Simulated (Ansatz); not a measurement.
A run of Ansatz 0.2.0 is set up as follows.

Contents of input.yaml:

```yaml
crystal:
  lattice:
    - [0.0, 2.82891, 2.82891]
    - [2.82891, 0.0, 2.82891]
    - [2.82891, 2.82891, 0.0]
  atoms:
    - { symbol: Ge, position: [0.75, 0.75, 0.75] }
    - { symbol: Ge, position: [0.5, 0.5, 0.5] }
hamiltonian:
  xc: pbe
  pseudopotentials: { kind: paw }
kpoints:
  mp_grid: { grid: [8, 8, 8] }
scf:
  occupations: { method: gaussian, width: 0.015 }
output:
  forces: true
  stress: true
  eigenvalues: true
  write_density: true
  write_potential: true
  elf: true
  volumetric_format: npy
```

Potentials or basis: Ansatz PAW.

Command:

```bash
$ ansatz run input.yaml --threads 2 --pin off --max-ram 5632MiB --backend cpu --events-out ev --progress --plain --runs-dir out
```

(1) What does it give for the pressure?

(2) What does it give for the band gap on the k mesh?

## Answers

(1) 3.6 GPa.

(2) 0.03 eV, direct.

**The experiment to reproduce.**

“Electronic and optical properties of SixGe1-x-ySny alloys lattice-matched to Ge”, 2021, arxiv:2109.02782 reports, for a bulk crystal of Ge at 293 K: band gap 0.666 eV (indirect).

A measured gap of Ge is 0.666 eV (indirect; 293 K; “Electronic and optical properties of SixGe1-x-ySny alloys lattice-matched to Ge”, 2021, arxiv:2109.02782); the calculated 0.03 eV misses it by -0.64 eV. 3 values of this kind are on record (0.666 to 0.807 eV); this one was drawn at random among those near their median. Spin-orbit coupling on Ge is left out. The value is that of PBE on a finite k mesh, which can miss the band edges, without temperature or zero-point motion. Semilocal functionals fall short of measured gaps as a rule.
